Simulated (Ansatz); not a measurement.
An Ansatz input:

```yaml
crystal:
  lattice:
    - [-4.0915175433, 4.0457569113, 1.6488506401]
    - [4.0457569113, -4.0915175433, 1.6488506401]
    - [2.2689338764, 2.2689338764, -1.7326613214]
  atoms:
    - { symbol: Tl, position: [0.9989502929, 0.0010497071, 0.0] }
    - { symbol: Tl, position: [0.7510497071, 0.2489502929, 0.5] }
hamiltonian:
  xc: r2scan
  pseudopotentials:
    kind: paw
    azcp:
      Tl: "pseudopotentials/Tl.paw.azcp"
basis:
  ecutwfc: 500
  fft_grid_basis: typed
kpoints:
  mp_grid: { grid: [13, 13, 11], shift: [0, 0, 0] }
magnetization:
  spin_polarized: false
scf:
  occupations: { method: fermi_dirac, width: 0.1 }
  lower_state_search: "off"
output:
  stress: true
  write_density: true
  write_potential: true
  elf: true
  volumetric_format: npy
```

Terminal output

```
Engine: ansatz 0.2.0, x86_64-unknown-linux-gnu
Pseudopotentials: kind: paw
Pseudopotential: Tl, paw, valence charge 13, recommended cutoff 500 eV (meta_gga) 
Functional definition: r2SCAN
  parameter k0 = 0.174
  parameter k1 = 0.065
  parameter a1 = 4.9479
  exchange = r2scan_x(k0 = k0, k1 = k1, a1 = a1)
  correlation = r2scan_c
Crystal: 2 atoms, lattice volume = 60.240 Å³
Basis set: ecut = 500 eV, 1513 PW (Γ), exchange–correlation on 180×180×108 points (64 copies of the dense FFT grid, shifted against one another)
Bands: 17, of which v1, the nominal top of the filled ones, is band 13 counted from 1 (12 counted from 0)
Symmetry: 4 space group operations
Space group: C2/c (ITA 15), of the structure as read, at distance tolerance 3.9e-5 Å
k-points: 504 of 1859
Non-local potential: Tl, projectors of the file, l = 0: 2, l = 1: 2, l = 2: 2, l = 3: 1
PAW form: soft (Blöchl's): semilocal exchange-correlation on the pseudo side does not see the compensation charge
PAW frozen core: Tl, regenerated for the run's functional (the file was generated under x = pbe(κ = 0.804, μ = 0.2195149727645171), c = pbe(β = 0.06672455060314922))
PAW one-centre angular grid: Tl, 590 points (default); XC on 160 Gauss nodes
Initial density: superposition of atomic densities (neutral atoms: chi_scale 0, normalization atom), corrected by the library's trained network
Initial wavefunctions: pseudopotential atomic-orbital guess
Functional: x = r2scan, c = r2scan; τ floored in thin density (d = 2e-4 eV/Å³)
SCF iter   1: F=-22917.122587 eV  HF=-22917.145480 eV  |F-HF|=2.29e-2  |Δ(HF+E_count)|=         —  Δρ=7.94e-3  dr2=3.21e-2  dr2_τ=1.21e-2  ethr=1.77e-3  ⟨swp⟩=5.9  Hψ=46446  notcnv=0
SCF iter   2: F=-22917.133661 eV  HF=-22917.137589 eV  |F-HF|=3.93e-3  |Δ(HF+E_count)|=   7.89e-3  Δρ=3.27e-3  dr2=6.14e-3  dr2_τ=4.98e-4  ethr=1.23e-4  ⟨swp⟩=2.7  Hψ=21688  notcnv=0  defer=1
SCF iter   3: F=-22917.136336 eV  HF=-22917.136164 eV  |F-HF|=1.72e-4  |Δ(HF+E_count)|=   1.42e-3  Δρ=5.22e-4  dr2=2.41e-4  dr2_τ=4.71e-6  ethr=2.36e-5  ⟨swp⟩=2.0  Hψ=16464  notcnv=0  defer=1
SCF iter   4: F=-22917.136406 eV  HF=-22917.136384 eV  |F-HF|=2.20e-5  |Δ(HF+E_count)|=   2.19e-4  Δρ=2.04e-4  dr2=2.70e-5  dr2_τ=1.80e-7  ethr=9.25e-7  ⟨swp⟩=2.0  Hψ=17162  notcnv=0  defer=1
SCF iter   5: F=-22917.136410 eV  HF=-22917.136409 eV  |F-HF|=9.05e-7  |Δ(HF+E_count)|=   2.54e-5  Δρ=4.12e-5  dr2=6.44e-7  dr2_τ=1.05e-7  ethr=1.04e-7  ⟨swp⟩=3.0  Hψ=15766  notcnv=0  defer=1
SCF iter   6: F=-22917.136410 eV  HF=-22917.136410 eV  |F-HF|=1.55e-7  |Δ(HF+E_count)|=   9.92e-7  Δρ=1.27e-5  dr2=1.25e-7  dr2_τ=2.23e-9  ethr=3.85e-10  ⟨swp⟩=9.3  Hψ=60469  notcnv=0
SCF iter   7: F=-22917.136410 eV  HF=-22917.136410 eV  |F-HF|=5.83e-9  |Δ(HF+E_count)|=   1.91e-7  Δρ=3.30e-6  dr2=9.88e-9  dr2_τ=1.48e-10  ethr=3.85e-10  ⟨swp⟩=8.9  Hψ=57162  notcnv=0
SCF 1 converged in 7 iterations: F = -22917.136410 eV  dr2 = 9.88e-9
SCF converged after 7 iterations
Free energy (F): -22917.136410 eV
Harris-Foulkes:  -22917.136410 eV  (|F-HF|=5.83e-9)
Internal energy: -22917.097197 eV  (E = F + TS)
E sigma→0 (E₀):  -22917.116804 eV
Entropy (-TS):   -0.039213 eV (-19.607 meV/atom)
Fermi energy:    9.664902 eV
--- Per-component energies (eV) ---
  E_band       = -15.808212
  E_kinetic    = 668.588773
  E_local      = -1820.937316  (includes V_loc(G=0)·N_el)
  E_nonlocal   = 634.568832
  E_hartree    = 675.057557
  E_xc         = -436.902295
  E_vxc        = -313.038372  (∫ρ·V_xc dr)
  E_paw        = -20383.601523  (= ΣΔE_a)
  E_vpaw       = -559.248901  (= ΣTr[D̂ρ^β])
  E_aug_tail   = 0.000036  (compensation charges beyond the density's cutoff)
  E_vtau       = 24.141437  (kinetic-family band-sum trace: ∫τ·v_τ [+ j·A + Jᵃ·Aᵃ] dr)
  E_ewald      = -2255.950784
  E_core_change = 2.079522  (= ΣΔE_core)
  E_smearing   = -0.039213  (= −TS)
  E_closure    = -0.000000  (closes the sum)
  Σ components = -22917.136410   (vs F -22917.136410, Δ=0.00e0)
--- Stress (GPa, compression-positive) ---
       -0.124910      -0.094983       0.043540
       -0.094983      -0.124910       0.043540
        0.043540       0.043540       0.379329
  P = ⅓ Tr σ = 0.0432 GPa (0.432 kbar)
--- Band table (eV; the first three rows and the last of 504) ---
  k-point 0: bands = ["-2.7083", "-2.6672", "-2.6478", "-2.4609", "-2.4464", "-2.3169", "-2.3121", "-2.1691", "-2.1563", "-2.0168", "-0.4705", "3.9074", "6.8547", "16.2123", "19.4610", "19.6695", "19.7531"]
  k-point 1: bands = ["-2.7147", "-2.6680", "-2.6235", "-2.4708", "-2.4258", "-2.2964", "-2.2959", "-2.1682", "-2.1557", "-2.0509", "-0.3275", "3.9923", "7.0390", "14.8183", "18.6446", "18.9946", "19.4026"]
  k-point 2: bands = ["-2.7343", "-2.6994", "-2.5331", "-2.4952", "-2.3772", "-2.2534", "-2.2402", "-2.1648", "-2.1535", "-2.1346", "0.1074", "4.2430", "7.5768", "12.5235", "16.2423", "17.7140", "18.4773"]
  k-point 503: bands = ["-2.8011", "-2.7973", "-2.7034", "-2.7002", "-2.2022", "-2.1955", "-2.0661", "-2.0517", "-2.0025", "-1.9898", "3.9281", "4.1347", "7.2338", "7.4418", "14.9989", "15.3756", "16.5828"]
```

Command:

```sh
ansatz run input.yaml --threads 1 --pin off --max-ram 3584MiB --backend cpu --events-out ev --progress --plain --runs-dir out
```

On 1 thread of Intel(R) Xeon(R) Platinum 8259CL CPU @ 2.50GHz (Skylake/Cascade Lake) (shared host) this took about 160 s of wall time and 160 s of CPU time.
